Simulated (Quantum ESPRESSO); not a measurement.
## SnTe under changes of volume

One of the cells (31.281 Å³/atom); the others are scaled copies at fixed shape and fractional positions:

```
Te Sn
1.0
     0.00000    3.15085    3.15085
     3.15085    0.00000    3.15085
     3.15085    3.15085    0.00000
Te Sn
1 1
Direct
  0.50000 0.50000 0.50000
  0.00000 0.00000 0.00000
```

- Program: Quantum ESPRESSO 7.5
- Functional: r2SCAN
- Potentials or basis: SG15 PBE 1.2
- Cutoff: 952 eV
- Density cutoff: 3810 eV
- k mesh: 5 × 5 × 5
- Occupations: fermi-dirac, width 0.05 eV
- Spin: no spin polarisation

```csv
volume (Å³/atom),energy over the lowest point (meV/atom),pressure (GPa)
29.404,?,?
30.030,15.31,2.9
30.656,6.21,1.8
31.281,1.24,0.8
31.907,0.00,-0.1
32.532,2.14,-1.0
33.158,7.36,-1.7
```

Task: What does the run at 29.404 Å³/atom give?

Result: Energy over the lowest point 28.97 meV/atom; pressure 4.1 GPa.

Worked out: A Birch-Murnaghan fit of order 3 (a polynomial in V^(-2/3)) to the other rows has its minimum at 31.81 Å³/atom with B0 = V·E''(V) = 45 GPa and B' = 4.0. It gives 28.96 meV/atom at 29.404 Å³/atom, against the run's 28.97, and -dE/dV = 4.1 GPa, against 4.1.

Energies are extrapolated to zero smearing.

Caveats: the potentials were made for another functional, which shifts forces and pressure.
